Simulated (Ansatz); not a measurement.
# Lanthanum, diamond under revPBE: structure, energy and stiffness

The plan for lanthanum in the diamond structure: relax it, solve it on a dense k-mesh, then scale the cell to 7 volumes from 88 to 112 % of the relaxed one and try a fit of the equation of state. Spin polarisation is left out. The k-meshes are 8×8×8 for the relaxation; 13×13×13 for the dense run; 9×9×9 for the volumes.

Method: DFT revPBE, plane waves (420 eV) with PAW, scalar-relativistic; PBE-made PAW files, in Ansatz 0.2.0.

### 1 The starting structure

It takes space group Fd-3m (No. 227, cubic). Conventional cell: a = 7.393 Å, b = 7.393 Å, c = 7.393 Å, α = 90.00°, β = 90.00°, γ = 90.00°. La (site symmetry -43m) is surrounded by 4 La at 3.20 Å.

As a file:

```
CELL_PARAMETERS angstrom
0.00000 3.69654 3.69654
3.69654 0.00000 3.69654
3.69654 3.69654 0.00000
ATOMIC_POSITIONS crystal
La 0.12500 0.12500 0.12500
La 0.87500 0.87500 0.87500
```

### 2 Relaxing cell and atoms

Input file input.yaml:

```yaml
crystal:
  lattice:
    - [0.0, 3.6965376151, 3.6965376151]
    - [3.6965376151, 0.0, 3.6965376151]
    - [3.6965376151, 3.6965376151, 0.0]
  atoms:
    - { symbol: La, position: [0.125, 0.125, 0.125] }
    - { symbol: La, position: [0.875, 0.875, 0.875] }
hamiltonian:
  xc: revpbe
  pseudopotentials:
    kind: paw
    azcp:
      La: "pseudopotentials/La.paw.azcp"
basis:
  ecutwfc: 420
  fft_grid_basis: typed
kpoints:
  mp_grid: { grid: [8, 8, 8], shift: [0, 0, 0] }
magnetization:
  spin_polarized: false
scf:
  occupations: { method: fermi_dirac, width: 0.1 }
relax:
  max_steps: 60
  f_tol: 0.01
  cell: {}
```

Command:

```bash
> ansatz run input.yaml --threads 2 --pin off --max-ram 5120MiB --backend cpu --events-out ev --progress --plain --runs-dir out
```

After this run come: Dense single point; At 88 % of the relaxed volume; At 92 % of the relaxed volume; At 96 % of the relaxed volume; At 100 % of the relaxed volume; At 104 % of the relaxed volume; At 108 % of the relaxed volume; At 112 % of the relaxed volume.

**Question.** What will these runs give? Wanted: space group; conventional cell; volume; shortest distance; gap on the mesh; relative to dhcp; V₀, B₀, B₀′.

As calculated:

```
                      quantity                         value
space group (spins left aside)               Fd-3m (No. 227)
             conventional cell                   a = 6.735 Å
                        volume                38.192 Å³/atom
             shortest distance                       2.916 Å
               gap on the mesh  none (levels filled in part)
              relative to dhcp                +1048 meV/atom
                   V₀, B₀, B₀′   37.948 Å³/atom, 40 GPa, 6.5
```

From the guessed start the volume shrank by 24.4 % in 6 steps. Against the reference form of lanthanum (dhcp, computed apart with the same settings) it stands 1048 meV/atom higher. No gap shows: it is a metal or semimetal at this level. The fitted modulus is 40 GPa. Relaxation kept the symmetry; phonons were not checked.
